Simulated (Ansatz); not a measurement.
The system is Bi.

```xyz
1
Lattice="-1.9814 1.9814 1.9814 1.9814 -1.9814 1.9814 1.9814 1.9814 -1.9814" Properties=species:S:1:pos:R:3 pbc="T T T"
Bi    0.0000    0.0000    0.0000
```

This isn't the form of Bi at room conditions, which is rhombohedral.

| Property | Result |
| --- | --- |
| Program | Ansatz 0.2.0 |
| Task | relaxation of cell and atoms |
| Functional | RPBE |
| Dispersion | D3(BJ) |
| Potentials or basis | Ansatz PAW |
| Cutoff | 420 eV (not typed: the program's choice for these potentials) |
| k mesh | 9 × 9 × 9 |
| Occupations | fermi-dirac, width 0.05 eV |
| Spin | no spin polarisation |

At the start: volume 31.12 Å³/atom.

Where does the relaxation end?

It ends after 6 steps and the volume is 22.51 Å³/atom (-27.6 %); space group Im-3m (No. 229, to 0.05 Å).

Step by step:
```csv
step,energy change (eV),largest force (eV/Å),volume (Å³)
1,0.0000,0.0000,31.12
2,-0.5197,0.0000,26.78
3,-0.7848,0.0000,22.87
4,-0.7870,0.0000,22.35
5,-0.7875,0.0000,22.51
6,-0.7859,0.0000,22.51
```

Final structure:
```cif
data_structure
_symmetry_space_group_name_H-M 'P 1'
_symmetry_Int_Tables_number 1
_cell_length_a 3.0810
_cell_length_b 3.0810
_cell_length_c 3.0810
_cell_angle_alpha 109.471
_cell_angle_beta 109.471
_cell_angle_gamma 109.471
_cell_volume 22.51
loop_
_atom_site_label
_atom_site_type_symbol
_atom_site_fract_x
_atom_site_fract_y
_atom_site_fract_z
_atom_site_occupancy
Bi1 Bi 0.00000 0.00000 0.00000 1
```

Caveat: the volume moved by over 15 % at a fixed basis, so the end points are rough; the plane-wave basis is chosen anew once the cell has moved, so the energies of steps on either side of that aren't comparable; pairwise dispersion overbinds metals, which lowers pressure and volume; the PAW data sets come from PBE, with cores solved anew for the run's functional, which leaves a small shift of forces and pressure.
